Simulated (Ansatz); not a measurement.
Born–Oppenheimer molecular dynamics of a periodic cell of 21 atoms, Ba₂₀O (surface Ba(110), adsorbate O). It goes on from the last frame of an earlier run, with new velocities.

Theory: DFT PBE, scalar-relativistic, plane waves, PAW in Ansatz. Settings: accuracy low, cutoff 420 eV, k mesh 2x2x1, fermi-dirac smearing 0.05 eV, no spin polarisation.

* ensemble: NVT, Nosé–Hoover chain
* time step: 1 fs
* steps asked: 300
* set temperature: 1800 K
* thermostat: time constant 50 fs, chain length 1
* atoms held: 1 to 4
* seed: 804069

First frame:

```xyz
21
Lattice="10.0400 0.0000 0.0000 5.0200 7.0994 0.0000 0.0000 0.0000 25.1987" Properties=species:S:1:pos:R:3
Ba 0.000 0.000 1.000
Ba 5.020 0.000 1.000
Ba 2.510 3.550 1.000
Ba 7.530 3.550 1.000
Ba 0.006 3.420 4.269
Ba 4.965 3.557 4.423
Ba 2.280 6.929 4.214
Ba 7.794 6.971 4.163
Ba -0.298 -0.210 7.780
Ba 4.956 -0.079 8.286
Ba 2.506 3.594 7.831
Ba 7.439 3.397 7.865
Ba -0.220 3.324 11.670
Ba 4.590 3.389 11.572
Ba 2.447 6.987 11.401
Ba 7.364 7.112 11.466
Ba 0.367 0.005 15.190
Ba 4.487 -0.006 15.642
Ba 2.521 3.684 15.178
Ba 7.238 3.464 15.465
O 7.463 5.816 15.041
```

(1) What does the run give?

(2) What happens to the structure?

(3) How do temperature and energy run in time?

Results:

(1) All steps were run.

```json
{
 "steps done": "300",
 "time covered": "300 fs",
 "mean temperature over the second half": "1905 K",
 "spread of the potential energy over the second half": "25.1 meV per atom",
 "mean potential energy of the second half above the start": "163.3 meV per atom"
}
```

The conserved energy stayed within 0.013 meV per atom of its start (net change 0.011 meV per atom), so the integration is sound. A run of 0.3 ps of so small a system gives no equilibrium averages. Limits of this set-up: coarse k mesh, slab without dipole correction, low accuracy level.

(2) Mean squared displacements from the first frame to the last: Ba 1.65 Å², O 2.17 Å². The details hang on the random start.

(3) 
| time (fs) | T (K) | potential energy less start (eV) | conserved less start (meV/atom) |
| --- | --- | --- | --- |
| 0 | 1800 | 0.000 | 0.00 |
| 25 | 1684 | 0.269 | 0.00 |
| 50 | 1584 | 0.614 | 0.00 |
| 75 | 1564 | 0.977 | 0.00 |
| 100 | 1493 | 1.673 | 0.01 |
| 125 | 1726 | 1.986 | 0.01 |
| 150 | 2037 | 2.365 | 0.01 |
| 175 | 2244 | 2.807 | 0.01 |
| 200 | 2293 | 3.065 | 0.01 |
| 225 | 1928 | 3.623 | 0.01 |
| 250 | 1640 | 3.895 | 0.01 |
| 275 | 1513 | 3.996 | 0.01 |
| 300 | 1599 | 3.887 | 0.01 |

Run time: 21 min on 4 threads of AMD EPYC 9R45 96-Core Processor (Zen 5), with other jobs on the host, peak memory 5.5 GiB.
